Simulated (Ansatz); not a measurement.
**Ligand exchange: C3H9N + In(CH3)2(OH) → C3H8O + In(CH3)2(NH2)**

Species: C3H9N (propylamine) `CCCN`, singlet; In(CH3)2(OH), singlet; C3H8O `CCCO`, singlet; In(CH3)2(NH2), singlet. The partners trade NH2 for OH: C–NH2 and In–OH bonds give way to C–OH and In–NH2.

Shapes, held fixed at every level: PBE0-D4/def2-TZVP. Flexible molecules stand in one conformer, not always the lowest. Programs: Ansatz 0.2.0. Electronic energies: no zero-point or thermal term.

| level | kind | ΔE (kJ/mol) | less CCSD(T)/def2-TZVPP |
| --- | --- | --- | --- |
| HF/def2-TZVPP | Hartree–Fock | +28.8 | -5.4 |
| PBE-D4/def2-TZVPP | GGA | +38.8 | +4.6 |
| r2SCAN-D4/def2-TZVPP | meta-GGA | +37.9 | +3.7 |
| PBE0-D4/def2-TZVPP | global hybrid | +35.3 | +1.1 |
| MP2/def2-TZVPP | perturbation theory | +36.7 | +2.5 |
| CCSD/def2-TZVPP | coupled cluster or CI | +33.0 | -1.2 |
| CCSD(T)/def2-TZVPP | coupled cluster or CI | +34.2 | 0.0 |

The highest level, CCSD(T)/def2-TZVPP, gives ΔE = +34.2 kJ/mol; the levels span +28.8 to +38.8. The column of differences is taken from that level and isn't an error. No measured value is set beside it here. For atoms past krypton def2 sets carry core potentials with scalar relativity. Outer-core shells of In are correlated, in sets that cover them unevenly.
